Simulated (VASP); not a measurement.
# GaN (F-43m) in VASP: notebook

Runs on GaN. Level: LDA. Tasks: single point.

All numbers are computed with VASP 6.6.1; they aren't measurements. Logs are shortened: lines on timing, memory, paths and dates and some standing lists are left out, and cuts for length are marked.

**Measured values to compare with.**

A printed reference work, textbook reports, for a bulk crystal of GaN at 0 K: band gap 3.299 eV (direct).

The runs below are set against these values where they give the same quantity.

### Step 1. The crystal as given

Symmetry: F-43m, No. 216, cubic system. Conventional cell: a = 4.507 Å, b = 4.507 Å, c = 4.507 Å, α = 90.00°, β = 90.00°, γ = 90.00°. Ga (site symmetry -43m) has 4 N at 1.95 Å as nearest neighbours. N (site symmetry -43m) has 4 Ga at 1.95 Å as nearest neighbours.

The cell is a database's computed one.

### Step 2. Single point, LDA

Input file INCAR:

```
PREC     = Accurate       # precision mode
ENCUT    = 520            # plane-wave cutoff, eV
EDIFF    = 1E-6           # SCF threshold, eV
ISMEAR   = 0              # smearing method
SIGMA    = 0.05           # smearing width, eV
LREAL    = False          # projectors in reciprocal space
LASPH    = True           # aspherical terms in the spheres
NELM     = 80             # most SCF steps
ALGO     = Normal         # electronic algorithm
ISIF     = 2              # what is computed and relaxed
LWAVE    = False          # write WAVECAR
LCHARG   = False          # write CHGCAR
GGA      = CA             # functional
NBANDS   = 16             # bands
```

Input file KPOINTS:

```
Automatic mesh
0
Gamma
  12 12 12
```

Input file POSCAR:

```
GaN
1.0
    0.0000000000      2.2535006075      2.2535006075
    2.2535006075      0.0000000000      2.2535006075
    2.2535006075      2.2535006075      0.0000000000
Ga N
1 1
Direct
    0.0000000000      0.0000000000      0.0000000000
    0.7500000000      0.7500000000      0.7500000000
```

Potentials or basis: VASP PAW LDA potentials, release 64 (Ga_d, N).

Run with:

```sh
$ cat potpaw_LDA.64/Ga_d/POTCAR potpaw_LDA.64/N/POTCAR > POTCAR
$ mpirun -np 1 vasp_std > vasp.out
```

OUTCAR:

```text
PREC = Accurate
   ENCUT = 520
   EDIFF = 1E-6
   ISMEAR = 0
   LREAL = False
   LASPH = True
   NELM = 80
   ISIF = 2
   GGA = CA

 ion  position               nearest neighbor table
   1  0.000  0.000  0.000-   2 1.95   2 1.95   2 1.95   2 1.95
   2  0.750  0.750  0.750-   1 1.95   1 1.95   1 1.95   1 1.95

  LATTYP: Found a face centered cubic cell.
 ALAT       =     4.5070012150

  Lattice vectors:

 A1 = (   0.0000000000,   2.2535006075,   2.2535006075)
 A2 = (   2.2535006075,   0.0000000000,   2.2535006075)
 A3 = (   2.2535006075,   2.2535006075,   0.0000000000)

Analysis of symmetry for initial positions (statically):
=====================================================================
 Subroutine PRICEL returns:
 Original cell was already a primitive cell.

 Routine SETGRP: Setting up the symmetry group for a
 face centered cubic supercell.

 Subroutine GETGRP returns: Found 24 space group operations
 (whereof 24 operations were pure point group operations)
 out of a pool of 48 trial point group operations.

The static configuration has the point symmetry T_d .

Analysis of symmetry for dynamics (positions and initial velocities):
=====================================================================
 Subroutine PRICEL returns:
 Original cell was already a primitive cell.

 Routine SETGRP: Setting up the symmetry group for a
 face centered cubic supercell.

 Subroutine GETGRP returns: Found 24 space group operations
 (whereof 24 operations were pure point group operations)
 out of a pool of 48 trial point group operations.

The dynamic configuration has the point symmetry T_d .

 Subroutine INISYM returns: Found 24 space group operations
 (whereof 24 operations are pure point group operations),
 and found     1 'primitive' translations

----------------------------------------------------------------------------------------

                                     Primitive cell

  volume of cell :      22.8877

  direct lattice vectors                    reciprocal lattice vectors
     0.000000000  2.253500607  2.253500607    -0.221877020  0.221877020  0.221877020
     2.253500607  0.000000000  2.253500607     0.221877020 -0.221877020  0.221877020
     2.253500607  2.253500607  0.000000000     0.221877020  0.221877020 -0.221877020

  length of vectors
     3.186931122  3.186931122  3.186931122     0.384302272  0.384302272  0.384302272

  position of ions in fractional coordinates (direct lattice)
     0.000000000  0.000000000  0.000000000
     0.750000000  0.750000000  0.750000000

  ion indices of the primitive-cell ions
   primitive index   ion index
                 1           1
                 2           2

----------------------------------------------------------------------------------------

 KPOINTS: Automatic mesh

Automatic generation of k-mesh.
 Grid dimensions read from file:
 generate k-points for:   12   12   12

 Generating k-lattice:

  Cartesian coordinates                     Fractional coordinates (reciprocal lattice)
    -0.018489752  0.018489752  0.018489752     0.083333333  0.000000000  0.000000000
     0.018489752 -0.018489752  0.018489752     0.000000000  0.083333333  0.000000000
     0.018489752  0.018489752 -0.018489752     0.000000000  0.000000000  0.083333333

  Length of vectors
     0.032025189  0.032025189  0.032025189

  Shift w.r.t. Gamma in fractional coordinates (k-lattice)
     0.000000000  0.000000000  0.000000000

 Subroutine IBZKPT returns following result:
 ===========================================

 Found     72 irreducible k-points:

 Following reciprocal coordinates:
            Coordinates               Weight
  0.000000  0.000000  0.000000      1.000000
  0.083333  0.000000  0.000000      8.000000
  0.166667  0.000000  0.000000      8.000000
  0.250000  0.000000  0.000000      8.000000
  0.333333  0.000000  0.000000      8.000000
  0.416667  0.000000  0.000000      8.000000
[... 16 lines left out ...]
  0.500000  0.166667  0.000000     24.000000
 -0.416667  0.166667  0.000000     24.000000
 [... further k-points ...]
   k-points           NKPTS =     72   k-points in BZ     NKDIM =     72   number of bands    NBANDS=     16
   number of dos      NEDOS =    301   number of ions     NIONS =      2
   total plane-waves  NPLWV =  13824
   dimension x,y,z NGX =    24 NGY =   24 NGZ =   24
   dimension x,y,z NGXF=    48 NGYF=   48 NGZF=   48
   ions per type =               1   1
   NGX,Y,Z   is equivalent  to a cutoff of  12.52, 12.52, 12.52 a.u.
   NGXF,Y,Z  is equivalent  to a cutoff of  25.04, 25.04, 25.04 a.u.
 SYSTEM =  unknown system
   PREC   = accura    normal or accurate (medium, high low for compatibility)
   ISTART =      0    job   : 0-new  1-cont  2-samecut
   ICHARG =      2    charge: 1-file 2-atom 10-const
   ISPIN  =      1    spin polarized calculation?
   LNONCOLLINEAR =      F non collinear calculations
   LSORBIT =      F    spin-orbit coupling
   LASPH  =      T    aspherical Exc in radial PAW
   ENCUT  =  520.0 eV  38.22 Ry    6.18 a.u.   5.93  5.93  5.93*2*pi/ulx,y,z
   NELM   =     80;   NELMIN=  2; NELMDL= -5     # of ELM steps
   EDIFF  = 0.1E-05   stopping-criterion for ELM
   LREAL  =      F    real-space projection
   EDIFFG = 0.1E-04   stopping-criterion for IOM
   NSW    =      0    number of steps for IOM
   IBRION =     -1    ionic relax: 0-MD 1-quasi-New 2-CG
   NFREE  =      0    steps in history (QN), initial steepest desc. (CG)
   ISIF   =      2    stress and relaxation
   ISYM   =      2    0-nonsym 1-usesym 2-fastsym
   POTIM  = 0.5000    time-step for ionic-motion
   TEBEG  =    0.0;   TEEND  =   0.0 temperature during run
   PSTRESS=    0.0 pullay stress
   NELECT =      18.0000    total number of electrons
   NUPDOWN=      -1.0000    fix difference up-down
   EMIN   =  10.00;   EMAX   =-10.00  energy-range for DOS
   EFERMI =   0.00;   METHOD = LEGACY
   ISMEAR =     0;   SIGMA  =   0.05  broadening in eV -4-tet -1-fermi 0-gaus
   EFERMI_NEDOS =   21; number of points for ismear=-14 and -15
   IALGO  =     38    algorithm
   IMIX   =      4    mixing-type and parameters
     AMIX     =   0.40;   BMIX     =  1.00
     AMIX_MAG =   1.60;   BMIX_MAG =  1.00
  volume/ion in A,a.u.               =      11.44        77.23
  Fermi-wavevector in a.u.,A,eV,Ry     =   1.511117  2.855596 31.068543  2.283473
  Thomas-Fermi vector in A             =   2.621216
   LORBIT       =      0    0 simple, 1 ext, 2 COOP (PROOUT), +10 PAW based schemes
   GGA     = CA    functional components
   LHFCALC =     F    Hartree Fock is set to
   AEXX    =    0.0000 exact exchange contribution
   IVDW    =     0    specifies the selected vdW correction
   LEPSILON=     F    determine dielectric tensor
   LRPA    =     F    only Hartree local field effects (RPA)
 non-spin polarized calculation
 Gauss-broadening in eV      SIGMA  =   0.05
  energy-cutoff  :      520.00
  volume of cell :       22.89
 maximum number of plane-waves:       636
   NGX = 11   NGY = 11   NGZ = 11

 number of electron      18.0000002 magnetization

 Free energy of the ion-electron system (eV)
  ---------------------------------------------------
  ext. energy  EPLUGINS =         0.00000000
  ---------------------------------------------------
  free energy    TOTEN  =       -13.93311486 eV

  energy without entropy =      -13.93311486  energy(sigma->0) =      -13.93311486

 E-fermi :   5.2876     XC(G=0): -12.1183

 val. band max:        5.0304844650   @ k =   0.0000   0.0000   0.0000
 cond. band min:       6.7783386334   @ k =   0.0000   0.0000   0.0000
 fundamental gap:      1.7478541685
 Fermi energy:         5.2875715005

 k-point     1 :       0.0000    0.0000    0.0000
  band No.  band energies     occupation
      1     -10.7722      2.00000
      2      -8.5223      2.00000
      3      -8.5223      2.00000
      4      -8.5223      2.00000
      5      -8.2043      2.00000
      6      -8.2043      2.00000
[... 8 lines left out ...]
     15      23.7124      0.00000
     16      23.7124      0.00000

 k-point     2 :       0.0833    0.0000    0.0000
  band No.  band energies     occupation
      1     -10.6940      2.00000
      2      -8.5126      2.00000
      3      -8.5126      2.00000
      4      -8.4948      2.00000
      5      -8.2053      2.00000
      6      -8.2053      2.00000
[... 8 lines left out ...]
     15      22.6776      0.00000
     16      22.6776      0.00000

 k-point     3 :       0.1667    0.0000    0.0000
  band No.  band energies     occupation
      1     -10.4874      2.00000
      2      -8.4884      2.00000
      3      -8.4884      2.00000
      4      -8.3868      2.00000
      5      -8.2058      2.00000
      6      -8.2058      2.00000
[... 8 lines left out ...]
     15      21.8172      0.00000
     16      21.8172      0.00000

 k-point     4 :       0.2500    0.0000    0.0000
  band No.  band energies     occupation
      1     -10.2368      2.00000
      2      -8.4615      2.00000
      3      -8.4615      2.00000
      4      -8.1995      2.00000
      5      -8.1995      2.00000
      6      -8.1280      2.00000
[... 8 lines left out ...]
     15      21.7683      0.00000
     16      21.7683      0.00000
[... 324 lines left out ...]
 k-point    22 :       0.4167    0.1667    0.0000
  band No.  band energies     occupation
      1      -9.9171      2.00000
      2      -8.4233      2.00000
      3      -8.3814      2.00000
      4      -8.2577      2.00000
      5      -8.1533      2.00000
      6      -7.2397      2.00000
[... 8 lines left out ...]
     15      24.1521      0.00000
     16      25.3742      0.00000

 k-point    23 :       0.5000    0.1667    0.0000
  band No.  band energies     occupation
      1      -9.8663      2.00000
      2      -8.4265      2.00000
      3      -8.3795      2.00000
      4      -8.2249      2.00000
      5      -8.1542      2.00000
      6      -6.7396      2.00000
[... 8 lines left out ...]
     15      24.2453      0.00000
     16      25.1630      0.00000

 k-point    24 :      -0.4167    0.1667    0.0000
  band No.  band energies     occupation
      1      -9.8612      2.00000
      2      -8.4284      2.00000
      3      -8.3833      2.00000
      4      -8.2024      2.00000
      5      -8.1718      2.00000
      6      -6.6409      2.00000
[... 8 lines left out ...]
     15      23.6742      0.00000
     16      24.4240      0.00000

 [... further k-points ...]

------------------------ aborting loop because EDIFF is reached ----------------------------------------

  FORCE on cell =-STRESS in cart. coord.  units (eV):
  Direction    XX          YY          ZZ          XY          YZ          ZX
  --------------------------------------------------------------------------------------
  -------------------------------------------------------------------------------------
  Total       -0.7847160     -0.7847160     -0.7847160     -0.0000000      0.0000000     -0.0000000
  in kB      -54.9313210    -54.9313210    -54.9313210     -0.0000000      0.0000000     -0.0000000
  external PRESSURE =     -54.9313210 kB  Pullay stress =       0.0000000 kB

 VOLUME and BASIS-vectors are now :
 -----------------------------------------------------------------------------
  energy-cutoff  :      520.00
  volume of cell :       22.89
      direct lattice vectors                 reciprocal lattice vectors
     0.000000000  2.253500607  2.253500607    -0.221877020  0.221877020  0.221877020
     2.253500607  0.000000000  2.253500607     0.221877020 -0.221877020  0.221877020
     2.253500607  2.253500607  0.000000000     0.221877020  0.221877020 -0.221877020

 POSITION                                       TOTAL-FORCE (eV/Angst)
 -----------------------------------------------------------------------------------
      0.00000      0.00000      0.00000        -0.000000     -0.000000     -0.000000
      3.38025      3.38025      3.38025         0.000000      0.000000      0.000000
 -----------------------------------------------------------------------------------
    total drift:                               -0.000002     -0.000002     -0.000002

  FREE ENERGIE OF THE ION-ELECTRON SYSTEM (eV)
  ---------------------------------------------------
  free  energy   TOTEN  =       -13.9331148600 eV

  energy  without entropy=      -13.9331148600  energy(sigma->0) =      -13.93311486
```

Run time: 7.6 s. Hardware: 1 thread of Intel Xeon 6975P-C (Granite Rapids), shared host; peak memory 0.14 GiB.

Results:

| Item | Value |
| --- | --- |
| Free energy | -13.9331 eV |
| Pressure | -5.5 GPa |
| Band gap on the k mesh | 1.75 eV, direct |

[end of part 1 of 2]
